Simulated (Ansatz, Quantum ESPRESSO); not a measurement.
This is a calculation of TiTe2 for Ansatz 0.2.0. Atoms were shifted at random by some hundredths of an Å from the given cell, which wasn't relaxed again for these runs. 

Contents of input.yaml:

```yaml
crystal:
  lattice:
    - [3.777, 0.0, 0.0]
    - [-1.8885, 3.2709779501, 0.0]
    - [0.0, 0.0, 6.498]
  atoms:
    - { symbol: Te, position: [0.338833, 0.660744, 0.741906] }
    - { symbol: Te, position: [0.667394, 0.338002, 0.267244] }
    - { symbol: Ti, position: [-0.001254, -0.000186, 0.0024] }
kpoints:
  mp_grid: { grid: [8, 8, 4] }
scf:
  occupations: { method: fermi_dirac, width: 0.05 }
hamiltonian:
  xc: pbesol
  pseudopotentials: { kind: all_electron, lapw: { basis_error: 0.001 } }
output:
  forces: true
  stress: true
  eigenvalues: true
  populations: true
```

Potentials or basis: all-electron LAPW, scalar-relativistic.

The run is started by

```bash
$ ansatz run input.yaml --threads 2 --pin off --max-ram 8192MiB --backend cpu --events-out ev --progress --plain --runs-dir out
```

Problem. Translate it to Quantum ESPRESSO 7.5. Potentials or basis there: GBRV 1.5 PBEsol, cutoff 612 eV.

Solution. As run (cutoffs and basis follow the program's own potentials, and thresholds, step limits or extra output files can differ):

pw.in

```
&CONTROL
  calculation = 'scf'
  prefix = 'pwscf'
  outdir = './tmp'
  pseudo_dir = './pseudo'
  tprnfor = .true.
  tstress = .true.
  disk_io = 'nowf'
/
&SYSTEM
  ibrav = 0
  nat = 3
  ntyp = 2
  ecutwfc = 45
  ecutrho = 360
  nbnd = 19
  occupations = 'smearing'
  smearing = 'fd'
  degauss = 0.00367493
/
&ELECTRONS
  conv_thr = 6d-10
  electron_maxstep = 120
  mixing_beta = 0.5
/
ATOMIC_SPECIES
Te   127.6000 te_pbesol_v1.uspp.F.UPF
Ti    47.8670 ti_pbesol_v1.4.uspp.F.UPF
CELL_PARAMETERS angstrom
   3.7770000000    0.0000000000    0.0000000000
  -1.8885000000    3.2709779501    0.0000000000
   0.0000000000    0.0000000000    6.4980000000
ATOMIC_POSITIONS crystal
Te     0.3388330000    0.6607440000    0.7419060000
Te     0.6673940000    0.3380020000    0.2672440000
Ti    -0.0012540000   -0.0001860000    0.0024000000
K_POINTS automatic
8 8 4 0 0 0
```

Potentials or basis: GBRV 1.5 PBEsol.

Launch:

```sh
$ OMP_NUM_THREADS=1 mpirun -n 2 pw.x -nk 2 -in pw.in > pw.out
```

Both were run:

|  | Ansatz | Quantum ESPRESSO |
| --- | --- | --- |
| Pressure | -2.2 GPa | -2.1 GPa |
| Largest force | 0.211 eV/Å | 0.194 eV/Å |

Where Ansatz's input types no cutoff or centring, it takes its own default and a Γ-centred mesh.

Pressure is positive in compression.
